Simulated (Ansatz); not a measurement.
A run of Ansatz 0.2.0 is set up as follows.

File input.yaml:

```yaml
crystal:
  lattice:
    - [-1.75465, 1.75465, 1.75465]
    - [1.75465, -1.75465, 1.75465]
    - [1.75465, 1.75465, -1.75465]
  atoms:
    - { symbol: Li, position: [0.0, 0.0, 0.0] }
hamiltonian:
  xc: r2scan
  pseudopotentials: { kind: paw }
kpoints:
  mp_grid: { grid: [11, 11, 11] }
scf:
  occupations: { method: fermi_dirac, width: 0.05 }
output:
  forces: true
  stress: true
  eigenvalues: true
relax:
  f_tol: 0.01
  max_steps: 40
  cell: { stress_tol: 0.05 }
```

Potentials or basis: Ansatz PAW.

Command:

```sh
$ ansatz run input.yaml --threads 2 --pin off --max-ram 5632MiB --backend cpu --events-out ev --progress --plain --runs-dir out
```

Question: Predict the relaxed cell.

Answer: a = 3.009 Å, b = 3.009 Å, c = 3.009 Å, α = 109.47°, β = 109.47°, γ = 109.47°.

Question: Estimate the relaxed volume.

Answer: 20.98 Å³/atom.

Question: Estimate the band gap on the k mesh.

Answer: None (metal or under the smearing width).

Final structure:
```cif
data_structure
_symmetry_space_group_name_H-M 'P 1'
_symmetry_Int_Tables_number 1
_cell_length_a 3.0094
_cell_length_b 3.0094
_cell_length_c 3.0094
_cell_angle_alpha 109.471
_cell_angle_beta 109.471
_cell_angle_gamma 109.471
_cell_volume 20.98
loop_
_atom_site_label
_atom_site_type_symbol
_atom_site_fract_x
_atom_site_fract_y
_atom_site_fract_z
_atom_site_occupancy
Li1 Li 0.00000 0.00000 0.00000 1
```

Caveat: the PAW data sets were made with another functional, which shifts forces and pressure a little.

The cell as given is a measured one (21.61 Å³/atom); r2SCAN puts the equilibrium volume -2.9 % from it, thermal expansion not counted.
